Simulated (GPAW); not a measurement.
WS2 (Tungstenite):

```
W S
1.0
     3.18000    0.00000    0.00000
    -1.59000    2.75396    0.00000
     0.00000    0.00000   12.50000
W S
2 4
Direct
  0.66667 0.33333 0.75000
  0.33333 0.66667 0.25000
  0.66667 0.33333 0.37500
  0.33333 0.66667 0.87500
  0.66667 0.33333 0.12500
  0.33333 0.66667 0.62500
```

* Program: GPAW 26.7.0
* Task: relaxation of cell and atoms
* Functional: RPBE
* Potentials or basis: the program's PAW data sets (release 1.2.1) made for this functional
* Cutoff: 600 eV
* Basis: pw
* k mesh: 6 × 6 × 2
* Occupations: fermi-dirac, width 0.05 eV
* Spin: no spin polarisation

At the start: pressure 5.2 GPa; volume 18.24 Å³/atom.

Where does the relaxation end?

Over 15 steps the energy falls by 46.3 meV/atom and the volume is 23.16 Å³/atom (+26.9 %); space group P6_3/mmc (No. 194, to 0.05 Å).

Step by step:
| step | energy change (eV) | largest force (eV/Å) | pressure (GPa) | volume (Å³) |
| --- | --- | --- | --- | --- |
| 1 | 0.0000 | 0.2673 | 5.24 | 109.47 |
| 2 | -0.0172 | 0.1048 | 4.13 | 109.94 |
| 3 | -0.0412 | 0.2613 | 1.45 | 111.36 |
| 4 | -0.0482 | 0.3123 | 0.86 | 111.93 |
| 5 | -0.0776 | 0.3688 | -0.94 | 114.76 |
| 6 | -0.0964 | 0.2499 | -1.37 | 116.87 |
| 7 | -0.1077 | 0.0531 | -0.94 | 118.12 |
| 8 | -0.1140 | 0.0710 | -0.39 | 118.45 |
| 9 | -0.1263 | 0.2350 | 0.54 | 118.90 |
| 10 | -0.1486 | 0.3948 | 1.63 | 119.97 |
| 11 | -0.1874 | 0.4779 | 2.54 | 122.59 |
| 12 | -0.2249 | 0.3819 | 2.35 | 125.95 |
| 13 | -0.2546 | 0.2014 | 1.47 | 130.02 |
| 14 | -0.2713 | 0.0566 | 0.54 | 134.68 |
| 15 | -0.2777 | 0.0083 | 0.09 | 138.96 |

Final structure:
```xyz
6
Lattice="3.2104 0.0000 0.0000 -1.6052 2.7803 0.0000 0.0000 0.0000 15.5677" Properties=species:S:1:pos:R:3 pbc="T T T"
W     1.6052    0.9268   11.6758
W     0.0000    1.8535    3.8920
S     1.6052    0.9268    5.4665
S     0.0000    1.8535   13.2503
S     1.6052    0.9268    2.3174
S     0.0000    1.8535   10.1012
```

Caveat: the k mesh is coarse; later steps reuse the first step's grids; the volume moved by over 15 % at a fixed basis, so the end points are rough; this functional lacks dispersion, which binds the layers, so the pressure and a relaxed spacing across them are unreliable, and here the layers came unbound; the volume moved by +27 % from the deposited cell, more than functionals usually miss.
